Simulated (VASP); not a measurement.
# Settings for GaN: phonons at the zone centre

GaN, F-43m (no. 216), 2 atoms in the cell. PBE, zone-centre phonons; PAW potentials Ga_d, N (PBE set). VASP 6.6.1.

Wanted: optical modes within 2 cm⁻¹.

Geometry: relaxed with this functional.

POSCAR:
```
GaN
1.0
    0.0000000000      2.2741589589      2.2741589589
    2.2741589589      0.0000000000      2.2741589589
    2.2741589589      2.2741589589      0.0000000000
Ga N
1 1
Direct
    0.0000000000      0.0000000000      0.0000000000
    0.2500000000      0.2500000000      0.2500000000
```

The series start from Plane-wave cutoff (eV): 520; k mesh: 8x8x8; SCF threshold (eV): 1e-7; Precision mode: Accurate; Method: finite differences with symmetry (IBRION 6, NFREE 2, POTIM 0.015); Projectors in real space: False; Electronic algorithm: Normal; Extra support grid: no. Each series keeps the choices made before it, and each single choice may use up half of a tolerance.

## Plane-wave cutoff (eV)

| Plane-wave cutoff (eV) | Optical modes, largest deviation (cm⁻¹) | SCF iterations | Time (s) |
|---|---|---|---|
| 320 | 0.6 | 40 | 12 |
| 400 | 0.2 | 39 | 19 |
| 460 | 0.1 | 39 | 19 |
| 520 | 0.2 | 39 | 20 |
| 600 | 0.0 | 39 | 28 |
| 720 (reference) | 0.0 | 40 | 31 |

Chosen: 320, the loosest value from which every tighter one stays within half of the tolerance.

## k mesh

| k mesh | Optical modes, largest deviation (cm⁻¹) | SCF iterations | Time (s) |
|---|---|---|---|
| 4x4x4 | 0.4 | 41 | 5.7 |
| 6x6x6 | 0.1 | 40 | 8.3 |
| 8x8x8 | 0.1 | 40 | 12 |
| 10x10x10 | 0.0 | 40 | 20 |
| 12x12x12 (reference) | 0.0 | 40 | 29 |

Chosen: 4x4x4.

## SCF threshold (eV)

| SCF threshold (eV) | Optical modes, largest deviation (cm⁻¹) | SCF iterations | Time (s) |
|---|---|---|---|
| 0.0001 | 2.8 | 25 | 3.8 |
| 1e-5 | 2.8 | 29 | 4.3 |
| 1e-6 | 0.3 | 34 | 4.9 |
| 1e-7 | 0.1 | 41 | 5.7 |
| 1e-8 (reference) | 0.0 | 47 | 6.3 |

Chosen: 1e-6.

## Precision mode

| Precision mode | Optical modes, largest deviation (cm⁻¹) | SCF iterations | Time (s) |
|---|---|---|---|
| Accurate | 0.0 | 34 | 4.9 |
| Normal | 0.3 | 33 | 3.8 |
| Single | 0.0 | 34 | 4.5 |

Chosen: Accurate; no other choice that stays within half of the tolerance saves 30 % of the time.

## Method

| Method | Optical modes, largest deviation (cm⁻¹) | SCF iterations | Time (s) |
|---|---|---|---|
| finite differences with symmetry (IBRION 6, NFREE 2, POTIM 0.015) | 0.0 | 34 | 4.9 |
| one displacement (NFREE 1) | 0.7 | 23 | 3.3 |
| four displacements (NFREE 4) | 0.2 | 56 | 8.4 |
| POTIM 0.005 | 2.6 | 30 | 4.5 |
| POTIM 0.04 | 0.1 | 38 | 5.4 |
| perturbation theory (IBRION 8) | 0.1 | 36 | 9.8 |
| no symmetry (IBRION 5) | 0.1 | 87 | 12 |

Chosen: finite differences with symmetry (IBRION 6, NFREE 2, POTIM 0.015); one displacement (NFREE 1) would be accurate enough too and is faster here.

## Projectors in real space

| Projectors in real space | Optical modes, largest deviation (cm⁻¹) | SCF iterations | Time (s) |
|---|---|---|---|
| False | 0.0 | 34 | 4.9 |
| Auto | 0.1 | 34 | 7.2 |

Chosen: False.

## Electronic algorithm

| Electronic algorithm | Optical modes, largest deviation (cm⁻¹) | SCF iterations | Time (s) |
|---|---|---|---|
| Normal | 0.0 | 34 | 4.9 |
| Fast | 0.1 | 40 | 5.3 |
| All | 0.4 | 57 | 10 |

Chosen: Normal.

## Extra support grid

| Extra support grid | Optical modes, largest deviation (cm⁻¹) | SCF iterations | Time (s) |
|---|---|---|---|
| no | 0.0 | 34 | 4.9 |
| yes | 0.3 | 34 | 6.4 |

Chosen: no.

## All choices together

| Input | Optical modes, largest deviation (cm⁻¹) | Time (s) |
|---|---|---|
| program defaults, KSPACING-like mesh of 0.5 per A (naive) | 1.0 | 3.7 |
| chosen settings | 0.3 | 4.9 |
| reference settings throughout | 0.0 | 78 |

The tolerance is met.

Values of the reference run: Optical modes: 513.2, 513.2, 513.2 cm⁻¹.

## The input

INCAR:
```
SYSTEM = GaN
ADDGRID = .FALSE.
ALGO = Normal
EDIFF = 1E-6
ENCUT = 320
GGA = PE
IBRION = 6
ISIF = 2
ISMEAR = 0
KPAR = 2
LASPH = .TRUE.
LCHARG = .FALSE.
LREAL = .FALSE.
LWAVE = .FALSE.
NELM = 120
NFREE = 2
NSW = 1
POTIM = 0.015
PREC = Accurate
SIGMA = 0.02
```

KPOINTS:
```
Automatic mesh
0
Gamma
  4 4 4
  0 0 0
```

Commands:
```
cat potpaw_PBE.64/Ga_d/POTCAR potpaw_PBE.64/N/POTCAR > POTCAR
mpirun -np 2 vasp_std > vasp.out
```

The naive input happens to agree within the tolerance here, in 3.7 s.

Limits: the long-range field of polar modes isn't in these frequencies, so the longitudinal modes come out as transverse ones.

The chosen input took VASP 6.6.1 4.9 s on 2 cores (AMD EPYC 9R45 (Zen 5)), a shared host.

## An input that fails: too few electronic steps

It gives no converged result.

Changes against the starting input:
```
- NELM = 120
+ NELM = 4
```
